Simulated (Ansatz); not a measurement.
An input for Ansatz 0.2.0 (SiC (P6_3mc)):

```yaml
crystal:
  lattice:
    - [3.0756941497, 0.0, 0.0]
    - [-1.5378470748, 2.6636292679, 0.0]
    - [0.0, 0.0, 10.07064648]
  atoms:
    - { symbol: Si, position: [0.66666667, 0.33333333, 0.93784198] }
    - { symbol: Si, position: [0.33333333, 0.66666667, 0.43784198] }
    - { symbol: Si, position: [0.0, 0.0, 0.68789438] }
    - { symbol: Si, position: [0.0, 0.0, 0.18789438] }
    - { symbol: C, position: [0.66666667, 0.33333333, 0.74980259] }
    - { symbol: C, position: [0.33333333, 0.66666667, 0.24980259] }
    - { symbol: C, position: [0.0, 0.0, 0.50046005] }
    - { symbol: C, position: [0.0, 0.0, 0.00046005] }
kpoints:
  mp_grid: { grid: [6, 6, 2] }
hamiltonian:
  xc: pbe
  pseudopotentials: { kind: paw, azcp: { folder: soft_1 } }
scf:
  occupations: { method: fixed }
gw:
  n_empty_bands: 344
  ecut_chi: 150.0
  qp_bands: [v2, c2]
  qp_kpoints: band_edges
  screening: { model: contour_deformation }
```

```sh
ansatz run input.yaml --threads 3 --pin off --max-ram 92160MiB --backend cuda --events-out ev --progress --plain --runs-dir out --devices 1 --max-vram 13GiB
```

How long will it take on 1 × NVIDIA H100 80GB HBM3 (shared by 6 runs) with 3 threads of AMD EPYC 7R13 (Zen 3), shared host, and how much memory?

It took 18 s; on shared hardware allow 9.1 s to 36 s. Peak host memory was 1.4 GiB. The sizes that set the cost: 1605 plane waves a state, 14 irreducible k points, 360 bands summed, 339 plane waves in the screening and 9 SCF cycles.

The screening grows as filled bands × empty bands × pairs of k points, times the square of the screening basis for the matrix.

[Paths, hosts, dates, memory and timing lines, banners, echoed tables and standing remarks are left out of the program output.]

[Logs are printed without paths, hosts, clocks, repeated set-up lines and the standing remarks that a program may print on its own settings, such as how far it seeks lower states.]

[Runs of the session that timed out or met a known fault of the program may be left out.]

[Cells called generated may have been cut or substituted from an entry of the Crystallography Open Database or the Materials Project.]

[Hosts, paths, dates, database ids (printed as entryN), source tags and the programs' standing remarks are cut or masked in the printed files.]
